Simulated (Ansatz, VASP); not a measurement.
**Pt in VASP and in Ansatz**

File INCAR:

```
SYSTEM = Pt
PREC = Accurate ; ENCUT = 520
EDIFF = 1E-6 ; ISMEAR = -1
SIGMA = 0.05 ; LREAL = .FALSE.
LASPH = .TRUE. ; NELM = 80
ALGO = Normal ; ISIF = 2
LWAVE = .FALSE. ; LCHARG = .FALSE.
NBANDS = 11
```

Contents of KPOINTS:

```
regular mesh
0
G
  12 12 12
  0 0 0
```

File POSCAR:

```
Pt
1.0
   -1.5842200000      1.5842200000      1.5842200000
    1.5842200000     -1.5842200000      1.5842200000
    1.5842200000      1.5842200000     -1.5842200000
Pt
1
Direct
    0.0000000000      0.0000000000      0.0000000000
```

Input for Ansatz:

```yaml
crystal:
  lattice:
    - [-1.58422, 1.58422, 1.58422]
    - [1.58422, -1.58422, 1.58422]
    - [1.58422, 1.58422, -1.58422]
  atoms:
    - { symbol: Pt, position: [0.0, 0.0, 0.0] }
kpoints:
  mp_grid:
    grid: [12, 12, 12]
hamiltonian:
  xc: lda
  pseudopotentials:
    kind: paw
scf:
  occupations:
    method: fermi_dirac
    width: 0.05
output:
  stress: true
```

This isn't the form of Pt at room conditions, which is fcc.

Alike in both runs: task single point; functional LDA; k mesh 12 × 12 × 12; occupations fermi-dirac, width 0.05 eV; no spin polarisation.

```csv
,VASP,Ansatz
version,VASP 6.6.1,Ansatz 0.2.0
potentials or method,"VASP PAW LDA potentials, release 64 (Pt)","plane waves, PAW"
plane-wave cutoff (eV),520,420
valence electrons in the cell,10,18
```

VASP gave:

| Quantity | Value |
| --- | --- |
| pressure (GPa) | -15.6 |

**Question.** Which values does Ansatz return?

**Answer.** Pressure (GPa): -16.1.

The two sets of potentials don't hold the same shells in valence.

Caveats: so large a pressure means that the cell lies far from this level's equilibrium, or that cutoff or potentials fall short (VASP). The runs have no spin-orbit coupling, so splittings on Pt are missing.
